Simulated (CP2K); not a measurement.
GaN under changes of volume

One of the cells (11.310 Å³/atom); the others are scaled copies at fixed shape and fractional positions:

```
Ga N
1.0
     3.18000    0.00000    0.00000
    -1.59000    2.75396    0.00000
     0.00000    0.00000    5.16600
Ga N
2 2
Direct
  0.66667 0.33333 0.50000
  0.33333 0.66667 0.00000
  0.66667 0.33333 0.87500
  0.33333 0.66667 0.37500
```

```yaml
Program: CP2K 2026.2
Functional: PBE
Potentials_or_basis: POTENTIAL_UZH Ga GTH-PBE-q13, N GTH-PBE-q5; TZVP-MOLOPT-PBE-GTH basis
Density_cutoff: 6123 eV
k_mesh: 10 × 10 × 5
Occupations: fermi-dirac, width 0.05 eV
Spin: no spin polarisation
```

```csv
volume (Å³/atom),energy over the lowest point (meV/atom),pressure (GPa),gap on the mesh (eV)
10.632,82.84,24.3,2.36
10.858,54.81,18.7,2.22
11.084,31.97,13.8,2.08
11.310,15.70,9.4,1.94
11.537,5.33,5.4,1.81
11.763,?,?,?
11.989,0.00,-1.4,1.55
```

**Question.** What does the run at 11.763 Å³/atom give?

**Answer.** Energy over the lowest point 0.28 meV/atom; pressure 1.8 GPa; gap on the mesh 1.68 eV.

Worked out: A Birch-Murnaghan fit of order 3 (a polynomial in V^(-2/3)) to the other rows has its minimum at 11.87 Å³/atom with B0 = V·E''(V) = 191 GPa (rough, since the energies scatter) at fixed shape and positions, which overstates the stiffness. It gives -0.03 meV/atom at 11.763 Å³/atom, against the run's 0.28, and -dE/dV = 1.8 GPa, against 1.8. A straight line through the other rows of the gap, of slope -6.75 eV per unit of ln V (its deformation potential), gives 1.68 eV, against the run's 1.68.

Energies are extrapolated to zero smearing.

Caveats: the basis of atomic orbitals isn't converged, which shifts pressures, moduli and gaps.

Spin-orbit coupling on Ga is left out.
